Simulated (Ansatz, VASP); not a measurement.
Br: VASP beside Ansatz

File INCAR:

```
SYSTEM = Br
  PREC = Accurate
  ENCUT = 520
  EDIFF = 1E-6
  ISMEAR = -1
  SIGMA = 0.1
  LREAL = .FALSE.
  LASPH = .TRUE.
  NELM = 100
  ALGO = Normal
  ISIF = 2
  LWAVE = .FALSE.
  LCHARG = .FALSE.
  NBANDS = 10
```

Contents of KPOINTS:

```
Automatic mesh
0
G
  12 12 12
  0 0 0
```

The input POSCAR:

```
Br
1.0
    2.7482800887      0.0000000000      0.0000000000
    0.0000000000      2.7482800887      0.0000000000
    0.0000000000      0.0000000000      2.7482800887
Br
1
Direct
    0.0000000000      0.0000000000      0.0000000000
```

Input for Ansatz:

```yaml
crystal:
  lattice:
    - [2.7482800887, 0.0, 0.0]
    - [0.0, 2.7482800887, 0.0]
    - [0.0, 0.0, 2.7482800887]
  atoms:
    - { symbol: Br, position: [0.0, 0.0, 0.0] }
kpoints:
  mp_grid: { grid: [12, 12, 12] }
scf:
  occupations: { method: fermi_dirac, width: 0.1 }
hamiltonian:
  xc: lda
  pseudopotentials: { kind: all_electron, lapw: { basis_error: 0.001 } }
output:
  forces: true
  stress: true
  eigenvalues: true
  populations: true
```

Change from the starting cell: volume scaled by 0.78, LAPW.

Alike in both runs: task single point; functional LDA; k mesh 12 × 12 × 12; occupations fermi-dirac, width 0.1 eV; no spin polarisation.

```csv
,VASP,Ansatz
version,VASP 6.6.1,Ansatz 0.2.0
potentials or method,"VASP PAW LDA potentials, release 64 (Br)","all-electron LAPW, scalar-relativistic"
plane-wave cutoff (eV),520,see its input
```

Ansatz gave:

* pressure (GPa): 20.8

**Question.** What did VASP give for the same quantities?

**Answer.** Pressure (GPa): 21.1.

Ansatz ran all-electron here, so the differences hold the error of VASP's frozen core and of both bases.

Caveats: so large a pressure means that the cell lies far from this level's equilibrium, or that cutoff or potentials fall short (VASP); an odd number of electrons without spin polarisation forces a metal; a magnetic or distorted state may lie lower.
